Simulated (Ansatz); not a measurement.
```yaml
crystal:
  lattice:
    - [0.0, 2.2569693368, 2.2569693368]
    - [2.2569693368, 0.0, 2.2569693368]
    - [2.2569693368, 2.2569693368, 0.0]
  atoms:
    - { symbol: Hg, position: [0.0, 0.0, 0.0] }
basis:
  ecutwfc: 420
  ecutrho_ratio: 4
kpoints:
  mp_grid: { grid: [8, 8, 8] }
hamiltonian:
  xc: pbe
scf:
  occupations: { method: gaussian, width: 0.05 }
output:
  forces: true
  stress: true
  eigenvalues: true
```

Question: What does this Ansatz input ask for?

Answer: It asks for a single-point calculation of Hg with PBE (scalar-relativistic), a cutoff of 420 eV (density cutoff 4 times that), a Γ-centred 8×8×8 mesh and Gaussian smearing of 0.05 eV, without spin polarisation. Forces, stress and eigenvalues are wanted.

Question: How large is the problem?

Answer: 20 valence electrons, 459 plane waves at Γ, 48 symmetry operations and 29 irreducible k-points; it took 6 SCF iterations in all.

At room temperature Hg is liquid, and it freezes in another structure.
